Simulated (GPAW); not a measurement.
The system is BeS.

```xyz
2
Lattice="0.0000 2.4250 2.4250 2.4250 0.0000 2.4250 2.4250 2.4250 0.0000" Properties=species:S:1:pos:R:3 pbc="T T T"
S     3.6375    3.6375    3.6375
Be    0.0000    0.0000    0.0000
```

Base run:

| Quantity | Value |
| --- | --- |
| Program | GPAW 26.7.0 |
| Functional | r2SCAN |
| Potentials or basis | GPAW PAW data sets (gpaw-data 1.2.1) |
| Cutoff | 800 eV |
| Basis | pw |
| k mesh | 9 × 9 × 9 |
| Occupations | fermi-dirac, width 0.05 eV |
| Spin | no spin polarisation |

Its results: band gap on the k mesh 3.66 eV, indirect (least direct gap 6.22 eV).

Question: The run is repeated on the same cell with these changes: functional from r2SCAN to vdW-DF2. What comes out?

Answer: Band gap on the k mesh 3.59 eV, indirect (least direct gap 5.85 eV).

Caveats: the mesh misses the band edges, which the band path finds closer together (some runs); an odd mesh through Γ misses points on the zone boundary, where band edges often lie (some runs).
